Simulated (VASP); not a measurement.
A calculation with VASP 6.6.1 of HfC (ASE script, structure typed inline):

Contents of run.py:

```python
from ase import Atoms
from ase.calculators.vasp import Vasp
from ase.dft.bandgap import bandgap

atoms = Atoms(
    ['Hf', 'C'],
    cell=[[0.0, 2.325, 2.325], [2.325, 0.0, 2.325], [2.325, 2.325, 0.0]],
    scaled_positions=[[0.5, 0.5, 0.5], [0.0, 0.0, 0.0]],
    pbc=True,
)
calc = Vasp(
    directory='calc',
    xc='pbe',
    pp='PBE',
    setups='recommended',
    pp_version='54',
    prec='Accurate',
    encut=520,
    ediff=1e-06,
    ismear=0,
    sigma=0.05,
    lreal=False,
    lasph=True,
    nelm=80,
    algo='Normal',
    isif=2,
    lwave=False,
    lcharg=True,
    lelf=True,
    lvhar=True,
    kpts=[10, 10, 10],
    gamma=True,
)
atoms.calc = calc

print('energy (eV):', atoms.get_potential_energy())
print('free energy (eV):', atoms.get_potential_energy(force_consistent=True))
print('forces (eV/A):')
print(atoms.get_forces())
print('stress (eV/A^3, Voigt):', atoms.get_stress())
print('Fermi level (eV):', calc.get_fermi_level())
gap, top, bottom = bandgap(calc)
print('band gap (eV):', gap, 'from (spin, k, band)', top, 'to', bottom)
```

Potentials or basis: VASP PAW PBE potentials, release 54 (Hf_pv, C).

Command:

```console
$ python run.py
```

Question: Write the same calculation in another form: native input, structure from a POSCAR.

Answer: As run:

File INCAR:

```
SYSTEM = HfC
ALGO     = Fast           ! electronic algorithm
EDIFF    = 1E-6           ! SCF threshold, eV
ENCUT    = 520            ! plane-wave cutoff, eV
GGA      = PE             ! functional
ISIF     = 2              ! what is computed and relaxed
ISMEAR   = 0              ! smearing method
LASPH    = .TRUE.         ! aspherical terms in the spheres
LCHARG   = .TRUE.         ! write CHGCAR
LELF     = .TRUE.         ! ELF
LREAL    = .FALSE.        ! projectors in reciprocal space
LVHAR    = .TRUE.       
LWAVE    = .FALSE.        ! write WAVECAR
NBANDS   = 14             ! bands
NELM     = 60             ! most SCF steps
PREC     = Accurate       ! precision mode
SIGMA    = 0.05           ! smearing width, eV
```

KPOINTS

```
k-points
0
G
  10 10 10
  0 0 0
```

POSCAR

```
HfC
1.0
    0.0000000000      2.3250000000      2.3250000000
    2.3250000000      0.0000000000      2.3250000000
    2.3250000000      2.3250000000      0.0000000000
Hf C
1 1
Cartesian
    2.3250000000      2.3250000000      2.3250000000
    0.0000000000      0.0000000000      0.0000000000
```

Potentials or basis: VASP PAW PBE potentials, release 54 (Hf_pv, C).

The run is started by

```console
$ cat potpaw_PBE.54/Hf_pv/POTCAR potpaw_PBE.54/C/POTCAR > POTCAR
$ mpirun -np 1 vasp_std > vasp.out
```

Both were run:

|  | ASE script, structure typed inline | native input, structure from a POSCAR |
| --- | --- | --- |
| Pressure | -0.4 GPa | -0.4 GPa |
| Band gap on the k mesh | none (metal or under the smearing width) | none (metal or under the smearing width) |

Keys that steer only the numerical path or the files written may differ.
